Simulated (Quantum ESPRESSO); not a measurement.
Set up this calculation in Quantum ESPRESSO 7.5, as the native input.

```yaml
Task: relaxation of cell and atoms
Functional: PBEsol
Potentials_or_basis: SSSP 1.3 efficiency PBE
Cutoff: 857 eV
Density_cutoff: 6884 eV
k_mesh: 10 × 10 × 5
Occupations: fermi-dirac, width 0.05 eV
Spin: no spin polarisation
Target_pressure: 10 GPa
Mixing_beta: 0.5
Most_SCF_iterations: 120
SCF_threshold: 4e-10 Ry
Most_ionic_steps: 40
Forc_conv_thr: 0.0004 Ry/bohr
Etot_conv_thr: 1e-05 Ry
Ion_dynamics: bfgs
Cell_dynamics: bfgs
Press_conv_thr: 0.3 kbar
```

The system is Mg.

```xyz
2
Lattice="3.2093 0.0000 0.0000 -1.6046 2.7793 0.0000 0.0000 0.0000 5.2103" Properties=species:S:1:pos:R:3 pbc="T T T"
Mg    1.6047    0.9264    3.9077
Mg    0.0000    1.8529    1.3026
```

These files were run (other wordings do the same):

pw.in

```
&CONTROL
  calculation = 'vc-relax'
  prefix = 'pwscf'
  outdir = './tmp'
  pseudo_dir = './pseudo'
  tprnfor = .true.
  tstress = .true.
  disk_io = 'low'
  nstep = 40
  forc_conv_thr = 0.0004
  etot_conv_thr = 1d-05
/
&SYSTEM
  ibrav = 0
  celldm(1) = 8
  nat = 2
  ntyp = 1
  ecutwfc = 63
  ecutrho = 506
  nbnd = 7
  input_dft = 'pbesol'
  occupations = 'smearing'
  smearing = 'fd'
  degauss = 0.00367493
/
&ELECTRONS
  conv_thr = 4d-10
  electron_maxstep = 120
  mixing_beta = 0.5
/
&IONS
  ion_dynamics = 'bfgs'
/
&CELL
  cell_dynamics = 'bfgs'
  press = 100
  press_conv_thr = 0.3
/
ATOMIC_SPECIES
Mg    24.3050 Mg.pbe-n-kjpaw_psl.0.3.0.UPF
CELL_PARAMETERS alat
  0.7580872564702   0.0000000000000   0.0000000000000
 -0.3790436282351   0.6565228223966   0.0000000000000
  0.0000000000000   0.0000000000000   1.2307550033922
ATOMIC_POSITIONS crystal
Mg     0.6666666667    0.3333333333    0.7500000000
Mg     0.3333333333    0.6666666667    0.2500000000
K_POINTS automatic
10 10 5 0 0 0
```

Potentials or basis: SSSP 1.3 efficiency PBE.

Command:

```sh
$ OMP_NUM_THREADS=1 pw.x -in pw.in > pw.out
```

Results of the run:

```
Relaxed volume                                         : 18.75 Å³/atom
Relaxed cell                                           : a = 2.971 Å, b = 2.971 Å, c = 4.906 Å, α = 90.00°, β = 90.00°, γ = 120.00°
Space group after relaxing (to 0.05 Å)                 : P6_3/mmc (No. 194)
Energy change on relaxing (the enthalpy is what falls) : +97.7 meV/atom
Ionic steps                                            : 12
Pressure after relaxing                                : 10.0 GPa
Band gap on the k mesh                                 : none (metal or under the smearing width)
```

Caveat: the potentials were made for another functional, which shifts forces and pressure; the volume moved by over 15 % at a fixed basis, so the end points are rough.

Wall time 100 s on 1 thread of Arm Neoverse V1, with other jobs on the host, peak memory 0.1 GiB.
